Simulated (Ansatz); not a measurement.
The system is MoS2.

```
Mo S
1.0
     3.22746    0.00000    0.00000
    -1.61373    2.79507    0.00000
     0.00000    0.00000    6.31247
Mo S
1 2
Direct
  0.00000 0.00000 0.50000
  0.66667 0.33333 0.74468
  0.33333 0.66667 0.25532
```

Measurements of this composition are mostly on another form, of space group No. 194.

Program: Ansatz 0.2.0. Alike in all runs: task single point; level HSE06 form with a typed share of exact exchange; potentials or basis Ansatz PAW; no spin polarisation; cell as given; k mesh 5 × 5 × 2; cutoff (eV) 420; smearing fermi-dirac 0.05 eV; the mesh is coarse, so values aren't converged.

Task: Order these runs on this cell by their pressure, lowest first.
A. share of exact exchange 0.5
B. share of exact exchange 0.25
C. share of exact exchange 0.4

Result: A (-7.3 GPa), C (-5.7 GPa), B (-3.2 GPa).

Caveats: all runs use coarse meshes; the PAW data sets come from PBE, with cores solved anew for the run's functional, which leaves a small shift of forces and pressure; the thresholds are loose for stress.
